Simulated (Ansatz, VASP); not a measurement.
**Two plane-wave programs on TiSi2**

File INCAR:

```
  PREC = Accurate
  ENCUT = 520
  EDIFF = 1E-7
  ISMEAR = -1
  SIGMA = 0.05
  LREAL = False
  LASPH = True
  NELM = 60
  ALGO = Normal
  ISIF = 2
  LWAVE = False
  LCHARG = False
  LMAXMIX = 4
```

KPOINTS

```
Automatic mesh
0
Gamma
  7 7 7
```

Contents of POSCAR:

```
TiSi2
1.0
    0.0000000000      4.1175163063      4.2628978354
    2.3895119538      0.0000000000      4.2628978354
    2.3895119538      4.1175163063      0.0000000000
Ti Si
2 4
Direct
    0.7500000000      0.7500000000      0.7500000000
    0.5000000000      0.5000000000      0.5000000000
    0.4125656100      0.0874343900      0.4125656100
    0.0874343900      0.4125656100      0.0874343900
    0.1625656100      0.8374343900      0.1625656100
    0.8374343900      0.1625656100      0.8374343900
```

KPOINTS_OPT

```
path GYTZGXA1Y,TX1,XAZ,LG
10
line-mode
reciprocal
 0.0000000000  0.0000000000  0.0000000000  G
 0.5000000000  0.0000000000  0.5000000000  Y

 0.5000000000  0.0000000000  0.5000000000  Y
 1.0000000000  0.5000000000  0.5000000000  T

 1.0000000000  0.5000000000  0.5000000000  T
 0.5000000000  0.5000000000  0.0000000000  Z

 0.5000000000  0.5000000000  0.0000000000  Z
 0.0000000000  0.0000000000  0.0000000000  G

 0.0000000000  0.0000000000  0.0000000000  G
 0.0000000000  0.4127457158  0.4127457158  X

 0.0000000000  0.4127457158  0.4127457158  X
 0.5000000000  0.2443551471  0.7443551471  A1

 0.5000000000  0.2443551471  0.7443551471  A1
 0.5000000000  0.0000000000  0.5000000000  Y

 1.0000000000  0.5000000000  0.5000000000  T
 1.0000000000  0.5872542842  0.5872542842  X1

 0.0000000000  0.4127457158  0.4127457158  X
 0.5000000000  0.7556448529  0.2556448529  A

 0.5000000000  0.7556448529  0.2556448529  A
 0.5000000000  0.5000000000  0.0000000000  Z

 0.5000000000  0.5000000000  0.5000000000  L
 0.0000000000  0.0000000000  0.0000000000  G
```

File input.yaml:

```yaml
crystal:
  lattice:
    - [0.0, 4.1175163063, 4.2628978354]
    - [2.3895119538, 0.0, 4.2628978354]
    - [2.3895119538, 4.1175163063, 0.0]
  atoms:
    - { symbol: Ti, position: [0.75, 0.75, 0.75] }
    - { symbol: Ti, position: [0.5, 0.5, 0.5] }
    - { symbol: Si, position: [0.41256561, 0.08743439, 0.41256561] }
    - { symbol: Si, position: [0.08743439, 0.41256561, 0.08743439] }
    - { symbol: Si, position: [0.16256561, 0.83743439, 0.16256561] }
    - { symbol: Si, position: [0.83743439, 0.16256561, 0.83743439] }
hamiltonian:
  xc: lda
  pseudopotentials: { kind: paw }
kpoints:
  mp_grid: { grid: [7, 7, 7] }
  band_path:
    path:
      - [[0.0, 0.0, 0.0], [0.5, 0.0, 0.5], [1.0, 0.5, 0.5], [0.5, 0.5, 0.0], [0.0, 0.0, 0.0], [0.0, 0.4127457158, 0.4127457158], [0.5, 0.2443551471, 0.7443551471], [0.5, 0.0, 0.5]]
      - [[1.0, 0.5, 0.5], [1.0, 0.5872542842, 0.5872542842]]
      - [[0.0, 0.4127457158, 0.4127457158], [0.5, 0.7556448529, 0.2556448529], [0.5, 0.5, 0.0]]
      - [[0.5, 0.5, 0.5], [0.0, 0.0, 0.0]]
    npoints: 14
scf:
  occupations: { method: fermi_dirac, width: 0.05 }
  n_extra_bands: 15
output:
  forces: true
  stress: true
  eigenvalues: true
  fatbands: false
  write_density: true
  write_potential: true
  elf: true
  volumetric_format: npy
```

The cell is a database's computed one.

Alike in both runs: task band structure; functional LDA; k mesh 7 × 7 × 7; occupations fermi-dirac, width 0.05 eV; no spin polarisation.

|  | VASP | Ansatz |
| --- | --- | --- |
| version | VASP 6.6.1 | Ansatz 0.2.0 |
| potentials or method | VASP PAW LDA potentials, release 64 (Ti_sv, Si) | Ansatz PAW |
| plane-wave cutoff (eV) | 520 | 420 |
| valence electrons in the cell | 40 | 40 |

|  | VASP | Ansatz | Ansatz less VASP |
| --- | --- | --- | --- |
| gap on the k mesh at the Fermi level (eV) | none | none | - |
| pressure (GPa) | -4.9 | -5.1 | -0.20 |
| largest component of the traceless stress (GPa) | 0.60 | 0.55 | -0.051 |
| rms of the force components (eV/Å) | 0.030 | 0.030 | +0.0004 |

Atom by atom the forces differ by 0.000 eV/Å (rms over components). A gap of «none» marks a metal or a gap that the smearing closes.

Caveats: the PAW data sets come from PBE, with cores solved anew for the run's functional, which leaves a small shift of forces and pressure (Ansatz).
